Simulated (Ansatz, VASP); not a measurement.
## Pt in VASP and in Ansatz

```
CELL_PARAMETERS angstrom
2.88461 0.00000 0.00000
-1.44231 2.49815 0.00000
0.00000 0.00000 4.96281
ATOMIC_POSITIONS crystal
Pt 0.33333 0.66667 0.25000
Pt 0.66667 0.33333 0.75000
```

Alike in both runs: task single point; functional revPBE; k mesh 15 × 15 × 8; occupations fermi-dirac, width 0.1 eV; no spin polarisation.

|  | VASP | Ansatz |
| --- | --- | --- |
| version | VASP 6.6.1 | Ansatz 0.2.0 |
| potentials or method | VASP PAW PBE potentials, release 64 (Pt) | plane waves (420 eV) with PAW, scalar-relativistic |
| plane-wave cutoff (eV) | 520 | 420 |
| valence electrons in the cell | 20 | 36 |

Ansatz gave:

| Property | Result |
| --- | --- |
| pressure (GPa) | -18.9 |
| largest component of the traceless stress (GPa) | 1.39 |

Question: Which values does VASP return?

Answer: Pressure (GPa): -19.2; largest component of the traceless stress (GPa): 1.31.

The two sets of potentials don't hold the same shells in valence.

Caveats: so large a pressure means that the cell lies far from this level's equilibrium, or that cutoff or potentials fall short (VASP); the potentials were made for another functional, which shifts forces and pressure (VASP). Spin-orbit coupling is left out, which matters for the levels of Pt.
